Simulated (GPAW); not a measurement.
## Bi2Se3 (Paraguanajuatite): dielectric tensor with PBE

The system is Bi2Se3 (Paraguanajuatite).

```
Bi Se
1.0
     2.07150    1.19598    9.54533
    -2.07150    1.19598    9.54533
     0.00000   -2.39196    9.54533
Bi Se
2 3
Direct
  0.59920 0.59920 0.59920
  0.40080 0.40080 0.40080
  0.78830 0.78830 0.78830
  0.21170 0.21170 0.21170
  0.00000 0.00000 0.00000
```

| Item | Value |
| --- | --- |
| Program | GPAW 26.7.0 |
| Task | dielectric tensor |
| Functional | PBE |
| Potentials or basis | GPAW PAW data sets (gpaw-data 1.2.1) |
| Cutoff | 500 eV |
| Basis | pw |
| k mesh | 6 × 6 × 6 |
| Occupations | fermi-dirac, width 0.001 eV |
| Spin | no spin polarisation |
| Response ecut | 80 eV |
| Maxiter | 150 |
| Response k mesh | 6 × 6 × 6 |
| Response bands | 64 |
| Kernels | ["RPA"] |
| Coarser k mesh | 6 × 6 × 6 |

```yaml
Band_gap_on_the_k_mesh: 0.20 eV, direct
Electronic_dielectric_tensor_diagonal: 20.79, 20.79, 32.38
```

Electronic dielectric tensor:
```
20.79  0.00  0.00
 0.00 20.79  0.00
 0.00  0.00 32.38
```

Wall time 13 min on 1 thread of INTEL(R) XEON(R) PLATINUM 8581C CPU @ 2.30GHz (Emerald Rapids), with other jobs on the host, peak memory 1.1 GiB.

Caveat: the gap is small at this level, which inflates the dielectric constant; the long-wavelength limit can be off by a per cent or two; spin-orbit coupling is left out, which as a rule narrows the gap of such compounds by several tenths of an eV; the program warned that so skewed a cell can give wrong results. A hybrid or GW would open this gap; PBE tends to underestimate it.
